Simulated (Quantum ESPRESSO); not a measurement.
# La2O3 (P-3m1) in Quantum ESPRESSO: band structure with r2SCAN

Aim: the band structure of La2O3 with r2SCAN.

All numbers are computed with Quantum ESPRESSO 7.5; they aren't measurements. Logs are shortened: lines on timing, memory, paths and dates and some standing lists are left out, and cuts for length are marked.

### 1 The crystal as given

The structure is trigonal, space group P-3m1 (No. 164). The conventional cell has a = 3.931 Å, b = 3.931 Å, c = 6.112 Å, α = 90.00°, β = 90.00°, γ = 120.00°. La (site symmetry 3m) has 4 O at 2.36 to 2.44 Å as nearest neighbours. O (site symmetry -3m) has 6 La at 2.72 Å as nearest neighbours. Around O (site symmetry 3m) lie 4 La at 2.36 to 2.44 Å.

The cell is a database's computed one.

### 2 Band structure, r2SCAN

pw.in reads:

```
&CONTROL
  calculation = 'scf'
  prefix = 'pwscf'
  outdir = './tmp'
  pseudo_dir = './pseudo'
  tprnfor = .true.
  tstress = .true.
  disk_io = 'low'
/
&SYSTEM
  ibrav = 0
  celldm(1) = 8
  nat = 5
  ntyp = 2
  ecutwfc = 88
  nbnd = 28
  input_dft = 'r2scan'
  occupations = 'smearing'
  smearing = 'fd'
  degauss = 0.00367493
  nosym = .true.
/
&ELECTRONS
  conv_thr = 1d-08
  electron_maxstep = 120
  mixing_beta = 0.5
/
ATOMIC_SPECIES
La   138.9055 La_ONCV_PBE-1.2.upf
O     15.9990 O_ONCV_PBE-1.2.upf
CELL_PARAMETERS alat
  0.9285117057697   0.0000000000000   0.0000000000000
 -0.4642558528849   0.8041147249121   0.0000000000000
  0.0000000000000   0.0000000000000   1.4437397799053
ATOMIC_POSITIONS crystal
La     0.3333333333    0.6666666667    0.2462356800
La     0.6666666667    0.3333333333    0.7537643200
O      0.0000000000    0.0000000000    0.0000000000
O      0.3333333333    0.6666666667    0.6458906500
O      0.6666666667    0.3333333333    0.3541093500
K_POINTS automatic
7 7 4 0 0 0
```

bands.in reads:

```
&CONTROL
  calculation = 'bands'
  prefix = 'pwscf'
  outdir = './tmp'
  pseudo_dir = './pseudo'
  disk_io = 'low'
  verbosity = 'high'
/
&SYSTEM
  ibrav = 0
  celldm(1) = 8
  nat = 5
  ntyp = 2
  ecutwfc = 88
  nbnd = 28
  input_dft = 'r2scan'
  occupations = 'smearing'
  smearing = 'fd'
  degauss = 0.00367493
  nosym = .true.
/
&ELECTRONS
  conv_thr = 1d-08
  electron_maxstep = 120
  mixing_beta = 0.5
  diago_full_acc = .true.
  startingwfc = 'random'
/
ATOMIC_SPECIES
La   138.9055 La_ONCV_PBE-1.2.upf
O     15.9990 O_ONCV_PBE-1.2.upf
CELL_PARAMETERS alat
  0.9285117057697   0.0000000000000   0.0000000000000
 -0.4642558528849   0.8041147249121   0.0000000000000
  0.0000000000000   0.0000000000000   1.4437397799053
ATOMIC_POSITIONS crystal
La     0.3333333333    0.6666666667    0.2462356800
La     0.6666666667    0.3333333333    0.7537643200
O      0.0000000000    0.0000000000    0.0000000000
O      0.3333333333    0.6666666667    0.6458906500
O      0.6666666667    0.3333333333    0.3541093500
K_POINTS crystal
60
 0.0000000000  0.0000000000  0.0000000000 1
 0.0714285714  0.0000000000  0.0000000000 1
 0.1428571429  0.0000000000  0.0000000000 1
 0.2142857143  0.0000000000  0.0000000000 1
 0.2857142857  0.0000000000  0.0000000000 1
 0.3571428571  0.0000000000  0.0000000000 1
 0.4285714286  0.0000000000  0.0000000000 1
 0.5000000000  0.0000000000  0.0000000000 1
 0.4583333333  0.0833333333  0.0000000000 1
 0.4166666667  0.1666666667  0.0000000000 1
 0.3750000000  0.2500000000  0.0000000000 1
 0.3333333333  0.3333333333  0.0000000000 1
 0.2962962963  0.2962962963  0.0000000000 1
 0.2592592593  0.2592592593  0.0000000000 1
 0.2222222222  0.2222222222  0.0000000000 1
 0.1851851852  0.1851851852  0.0000000000 1
 0.1481481481  0.1481481481  0.0000000000 1
 0.1111111111  0.1111111111  0.0000000000 1
 0.0740740741  0.0740740741  0.0000000000 1
 0.0370370370  0.0370370370  0.0000000000 1
 0.0000000000  0.0000000000  0.0000000000 1
 0.0000000000  0.0000000000  0.1250000000 1
 0.0000000000  0.0000000000  0.2500000000 1
 0.0000000000  0.0000000000  0.3750000000 1
 0.0000000000  0.0000000000  0.5000000000 1
 0.0625000000  0.0000000000  0.5000000000 1
 0.1250000000  0.0000000000  0.5000000000 1
 0.1875000000  0.0000000000  0.5000000000 1
 0.2500000000  0.0000000000  0.5000000000 1
 0.3125000000  0.0000000000  0.5000000000 1
 0.3750000000  0.0000000000  0.5000000000 1
 0.4375000000  0.0000000000  0.5000000000 1
 0.5000000000  0.0000000000  0.5000000000 1
 0.4666666667  0.0666666667  0.5000000000 1
 0.4333333333  0.1333333333  0.5000000000 1
 0.4000000000  0.2000000000  0.5000000000 1
 0.3666666667  0.2666666667  0.5000000000 1
 0.3333333333  0.3333333333  0.5000000000 1
 0.3030303030  0.3030303030  0.5000000000 1
 0.2727272727  0.2727272727  0.5000000000 1
 0.2424242424  0.2424242424  0.5000000000 1
 0.2121212121  0.2121212121  0.5000000000 1
 0.1818181818  0.1818181818  0.5000000000 1
 0.1515151515  0.1515151515  0.5000000000 1
 0.1212121212  0.1212121212  0.5000000000 1
 0.0909090909  0.0909090909  0.5000000000 1
 0.0606060606  0.0606060606  0.5000000000 1
 0.0303030303  0.0303030303  0.5000000000 1
 0.0000000000  0.0000000000  0.5000000000 1
 0.5000000000  0.0000000000  0.5000000000 1
 0.5000000000  0.0000000000  0.3750000000 1
 0.5000000000  0.0000000000  0.2500000000 1
 0.5000000000  0.0000000000  0.1250000000 1
 0.5000000000  0.0000000000  0.0000000000 1
 0.3333333333  0.3333333333  0.0000000000 1
 0.3333333333  0.3333333333  0.1000000000 1
 0.3333333333  0.3333333333  0.2000000000 1
 0.3333333333  0.3333333333  0.3000000000 1
 0.3333333333  0.3333333333  0.4000000000 1
 0.3333333333  0.3333333333  0.5000000000 1
```

Potentials or basis: SG15 PBE 1.2.

Started as:

```console
$ OMP_NUM_THREADS=1 mpirun -n 4 pw.x -nk 4 -in pw.in > pw.out
$ OMP_NUM_THREADS=1 mpirun -n 4 pw.x -nk 4 -in bands.in > bands.out
```

pw.out:

```text
This program is part of the open-source Quantum ESPRESSO suite
     for quantum simulation of materials; please cite
         "P. Giannozzi et al., J. Phys.:Condens. Matter 21 395502 (2009);
         "P. Giannozzi et al., J. Phys.:Condens. Matter 29 465901 (2017);
         "P. Giannozzi et al., J. Chem. Phys. 152 154105 (2020);
     in publications or presentations arising from this work. More details at

     IMPORTANT: XC functional enforced from input :
     Exchange-correlation= R2SCAN
                           (   0   0   0   0   0 497 498)
     Any further DFT definition will be discarded
     Please, verify this is what you really want

     K-points division:     npool     =       4
     Subspace diagonalization in iterative solution of the eigenvalue problem:
     a serial algorithm will be used

     G-vector sticks info
     --------------------
     sticks:   dense  smooth     PW     G-vecs:    dense   smooth      PW
     Sum        1345    1345    385                61617    61617    9697

     Using Slab Decomposition

     bravais-lattice index     =            0
     lattice parameter (alat)  =       8.0000  a.u.
     unit-cell volume          =     551.9049 (a.u.)^3
     number of atoms/cell      =            5
     number of atomic types    =            2
     number of electrons       =        40.00
     number of Kohn-Sham states=           28
     kinetic-energy cutoff     =      88.0000  Ry
     charge density cutoff     =     352.0000  Ry
     scf convergence threshold =      1.0E-08
     mixing beta               =       0.5000
     number of iterations used =            8  plain     mixing
     Exchange-correlation= R2SCAN
                           (   0   0   0   0   0 497 498)

     celldm(1)=   8.000000  celldm(2)=   0.000000  celldm(3)=   0.000000
     celldm(4)=   0.000000  celldm(5)=   0.000000  celldm(6)=   0.000000

     crystal axes: (cart. coord. in units of alat)
               a(1) = (   0.928512   0.000000   0.000000 )
               a(2) = (  -0.464256   0.804115   0.000000 )
               a(3) = (   0.000000   0.000000   1.443740 )

     reciprocal axes: (cart. coord. in units 2 pi/alat)
               b(1) = (  1.076992  0.621802 -0.000000 )
               b(2) = (  0.000000  1.243604  0.000000 )
               b(3) = (  0.000000 -0.000000  0.692646 )

     PseudoPot. # 1 for La read from file:
     La_ONCV_PBE-1.2.upf
     Pseudo is Norm-conserving, Zval = 11.0
     Generated using ONCVPSP code by D. R. Hamann
     Using radial grid of  602 points,  8 beta functions with:
                l(1) =   0
                l(2) =   0
                l(3) =   1
                l(4) =   1
                l(5) =   2
                l(6) =   2
                l(7) =   3
                l(8) =   3

     PseudoPot. # 2 for O  read from file:
     O_ONCV_PBE-1.2.upf
     Pseudo is Norm-conserving, Zval =  6.0
     Generated using ONCVPSP code by D. R. Hamann
     Using radial grid of  602 points,  4 beta functions with:
                l(1) =   0
                l(2) =   0
                l(3) =   1
                l(4) =   1

     atomic species   valence    mass     pseudopotential
     La               11.00   138.90550     La( 1.00)
     O                 6.00    15.99900     O ( 1.00)

     No symmetry found

   Cartesian axes

     site n.     atom                  positions (alat units)
         1        La     tau(   1) = (  -0.0000000   0.5360765   0.3555002  )
         2        La     tau(   2) = (   0.4642559   0.2680382   1.0882395  )
         3        O      tau(   3) = (   0.0000000   0.0000000   0.0000000  )
         4        O      tau(   4) = (  -0.0000000   0.5360765   0.9324980  )
         5        O      tau(   5) = (   0.4642559   0.2680382   0.5112418  )

     number of k points=    99  Fermi-Dirac smearing, width (Ry)=  0.0037
                       cart. coord. in units 2pi/alat
        k(    1) = (   0.0000000   0.0000000   0.0000000), wk =   0.0102041
        k(    2) = (   0.0000000   0.0000000   0.1731614), wk =   0.0204082
        k(    3) = (   0.0000000   0.0000000  -0.3463228), wk =   0.0102041
        k(    4) = (   0.0000000   0.1776577   0.0000000), wk =   0.0204082
        k(    5) = (   0.0000000   0.1776577   0.1731614), wk =   0.0204082
        k(    6) = (   0.0000000   0.1776577  -0.3463228), wk =   0.0204082
[... 91 lines left out ...]
        k(   98) = (   0.4615681   0.0888288  -0.3463228), wk =   0.0204082
        k(   99) = (   0.4615681   0.0888288  -0.1731614), wk =   0.0204082

     Dense  grid:    61617 G-vectors     FFT dimensions: (  45,  45,  72)

     WARNING: libxc functional with ID  497 depends
      on external parameters: check the user_guide of
      QE if you need to modify them or to check their
      default values.

     WARNING: libxc functional with ID  498 depends
      on external parameters: check the user_guide of
      QE if you need to modify them or to check their
      default values.

     Initial potential from superposition of free atoms

     starting charge      39.3959, renormalised to      40.0000
     Starting wfcs are random

     Self-consistent Calculation

     iteration #  1     ecut=    88.00 Ry     beta= 0.50
     Davidson diagonalization with overlap
     ethr =  1.00E-02,  avg # of iterations =  9.9

     total energy              =    -224.02918671 Ry
     estimated scf accuracy    <      44.89958258 Ry

     iteration #  2     ecut=    88.00 Ry     beta= 0.50
     Davidson diagonalization with overlap
     ethr =  1.00E-02,  avg # of iterations =  2.0
[... 115 lines left out ...]
     total energy              =    -224.55520146 Ry
     estimated scf accuracy    <       0.00000003 Ry

     iteration # 14     ecut=    88.00 Ry     beta= 0.50
     Davidson diagonalization with overlap
     ethr =  8.57E-11,  avg # of iterations =  1.0

     End of self-consistent calculation

          k = 0.0000 0.0000 0.0000 (  7727 PWs)   bands (ev):

   -21.6255 -21.3810  -8.4899  -7.3821  -6.8854  -4.3871  -4.3871  -4.1603
    -4.1603  -4.0764  -3.4631   7.0738   7.0738   7.2631   7.2631   7.3696
     7.8495   9.1540   9.1540   9.4284  14.6601  14.8157  14.8157  15.3903
    16.7325  17.6573  17.6576  17.8610

          k = 0.0000 0.0000 0.1732 (  7660 PWs)   bands (ev):

   -21.5915 -21.4172  -8.4159  -7.3802  -7.0056  -4.3582  -4.3582  -4.1899
    -4.1899  -4.0184  -3.4473   6.8483   6.8483   7.0236   7.4752   7.4752
     8.2155   9.1267   9.2003   9.2003  15.0139  15.0139  15.0176  15.6415
    17.0924  17.2027  17.2028  17.4580
[... 673 lines left out ...]
          k = 0.4616 0.0888-0.1732 (  7692 PWs)   bands (ev):

   -21.4282 -21.3447  -8.8180  -8.6223  -7.0640  -4.8252  -4.6030  -4.3736
    -4.2725  -3.1259  -2.8912   7.0982   7.4488   7.7469   7.9756   8.1766
     8.3437   9.0254   9.1107   9.3244  14.4612  15.1919  16.0676  16.3666
    17.0422  17.2713  17.7996  18.0444

     the Fermi energy is    11.0541 ev

!    total energy              =    -224.55520146 Ry
     estimated scf accuracy    <          1.2E-09 Ry
     smearing contrib. (-TS)   =      -0.00000000 Ry
     internal energy E=F+TS    =    -224.55520146 Ry

     The total energy is F=E-TS. E is the sum of the following terms:
     one-electron contribution =     -29.84209975 Ry
     hartree contribution      =      40.06571099 Ry
     xc contribution           =     -38.94590486 Ry
     ewald contribution        =    -195.83290784 Ry

     convergence has been achieved in  14 iterations

     Forces acting on atoms (cartesian axes, Ry/au):

     atom    1 type  1   force =     0.00000027   -0.00000010    0.00031514
     atom    2 type  1   force =     0.00000037   -0.00000025   -0.00031536
     atom    3 type  2   force =     0.00000041    0.00000019    0.00000055
     atom    4 type  2   force =    -0.00000107    0.00000076    0.00032504
     atom    5 type  2   force =     0.00000001   -0.00000060   -0.00032538

     Total force =     0.000641     Total SCF correction =     0.000030

     Computing stress (Cartesian axis) and pressure

          total   stress  (Ry/bohr**3)                   (kbar)     P=        7.78
   0.00005292  -0.00000000  -0.00000000            7.79       -0.00       -0.00
  -0.00000000   0.00005293   0.00000000           -0.00        7.79        0.00
  -0.00000000   0.00000000   0.00005286           -0.00        0.00        7.78

=------------------------------------------------------------------------------=
   JOB DONE.
=------------------------------------------------------------------------------=
```

It took 15 min on 4 MPI ranks of Arm Neoverse V2, shared host; peak memory 0.92 GiB.

Results:

- Free energy: -3055.2292 eV
- Pressure: 0.8 GPa
- Largest force: 0.008 eV/Å
- Band gap on the k mesh: 4.39 eV, indirect (least direct gap 4.56 eV)
- Band gap along the path: 4.28 eV, indirect (least direct gap 4.40 eV)

Forces on the atoms (eV/Å):
```
La   0.000  0.000  0.008
La   0.000  0.000 -0.008
O    0.000  0.000  0.000
O    0.000  0.000  0.008
O    0.000  0.000 -0.008
```

Levels at the corners of the path, in eV from the valence-band top:
| point | band 18 | band 19 | band 20 | band 21 | band 22 | band 23 |
| --- | --- | --- | --- | --- | --- | --- |
| Γ | -0.36 | -0.36 | -0.09 | 5.14 | 5.30 | 5.30 |
| M | -0.66 | -0.43 | -0.28 | 4.45 | 6.18 | 6.23 |
| K | -0.83 | -0.82 | -0.12 | 4.28 | 5.82 | 5.82 |
| Γ | -0.36 | -0.36 | -0.09 | 5.14 | 5.30 | 5.30 |
| A | -0.77 | -0.26 | -0.26 | 5.74 | 5.74 | 6.14 |
| L | -0.71 | -0.36 | 0.00 | 5.40 | 5.47 | 7.23 |
| H | -0.28 | -0.28 | -0.23 | 4.90 | 5.67 | 6.58 |
| A | -0.77 | -0.26 | -0.26 | 5.74 | 5.74 | 6.14 |
| L | -0.71 | -0.36 | 0.00 | 5.40 | 5.47 | 7.23 |
| M | -0.66 | -0.43 | -0.28 | 4.45 | 6.18 | 6.23 |
| K | -0.83 | -0.82 | -0.12 | 4.28 | 5.82 | 5.82 |
| H | -0.28 | -0.28 | -0.23 | 4.90 | 5.67 | 6.58 |

Caveat: the potentials were made for another functional, which shifts forces and pressure; some levels on the path didn't converge; spin-orbit coupling is left out, which moves the levels of the heavy elements; the mesh misses the band edges, which the band path finds closer together. r2SCAN opens gaps a little over a GGA but as a rule still falls short of measured ones.
